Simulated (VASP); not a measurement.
## RbBr in VASP 6.6.1, single-point calculation

INCAR

```
LWAVE = .FALSE.
LASPH = .TRUE.
IBRION = -1
NELM = 51
NSW = 0
ISMEAR = -1
ISIF = 2
GGA = PE
ENCUT = 520
PREC = Accurate
LCHARG = .FALSE.
NBANDS = 15
SIGMA = 0.02
LREAL = .FALSE.
EDIFF = 1E-7
```

KPOINTS

```
KPOINTS created by Atomic Simulation Environment
0
Gamma
6 6 6
0 0 0
```

POSCAR

```
Rb Br
 1.0000000000000000
     0.0000000000000000    4.0961420000000004    0.0000000000000000
     4.0961420000000004    0.0000000000000000    0.0000000000000000
     0.0000000000000000    0.0000000000000000    4.1403350000000003
 Rb  Br
   1   1
Cartesian
  0.0000000000000000  0.0000000000000000  0.0000000000000000
  2.0480710000000002  2.0480710000000002  2.0701674999999997
```

The recommended PBE PAW datasets give the neutral cell 16 valence electrons.

Command

```
mpirun -np 1 vasp_std
```

Standard output (part)

```
|     EEEEEEE  RRRRRR   RRRRRR   OOOOOOO  RRRRRR      ###     ###     ###     |
|     E        R     R  R     R  O     O  R     R     ###     ###     ###     |
|     E        R     R  R     R  O     O  R     R     ###     ###     ###     |
|     EEEEE    RRRRRR   RRRRRR   O     O  RRRRRR       #       #       #      |
|     E        R    R   R    R   O     O  R    R      ###     ###     ###     |
|     EEEEEEE  R     R  R     R  OOOOOOO  R     R     ###     ###     ###     |
|     ERROR: the triple product of the basis vectors is negative exchange     |
|     two basis vectors                                                       |
|       ---->  I REFUSE TO CONTINUE WITH THIS SICK JOB ... BYE!!! <----       |
```

VASP stopped before the first electronic step.

Q: Find the fault in these files.

A: Left-handed cell vectors. VASP stopped before the first electronic step.
